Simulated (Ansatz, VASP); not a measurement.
# Fe in VASP and in Ansatz

```
Fe
1.0
     0.00000    1.73788    1.73788
     1.73788    0.00000    1.73788
     1.73788    1.73788    0.00000
Fe
1
Direct
  0.00000 0.00000 0.00000
```

Alike in both runs: task single point; functional RPBE; k mesh 17 × 17 × 17; occupations fermi-dirac, width 0.1 eV; no spin polarisation.

|  | VASP | Ansatz |
| --- | --- | --- |
| version | VASP 6.6.1 | Ansatz 0.2.0 |
| potentials or method | VASP PAW PBE potentials, release 64 (Fe) | plane waves (420 eV) with PAW, scalar-relativistic |
| plane-wave cutoff (eV) | 520 | 420 |
| valence electrons in the cell | 8 | 16 |

Ansatz gave:

| Quantity | Value |
| --- | --- |
| pressure (GPa) | 0.1 |

Question: What did VASP give for the same quantities?

Answer: Pressure (GPa): -0.4.

The two sets of potentials don't hold the same shells in valence.

Caveats: the PAW data sets were made with another functional, which shifts forces and pressure a little (VASP); the run has no spin polarisation, though such a crystal can be magnetic. Spin polarisation is off, so any magnetic state and its effect on volume and gap are missing.
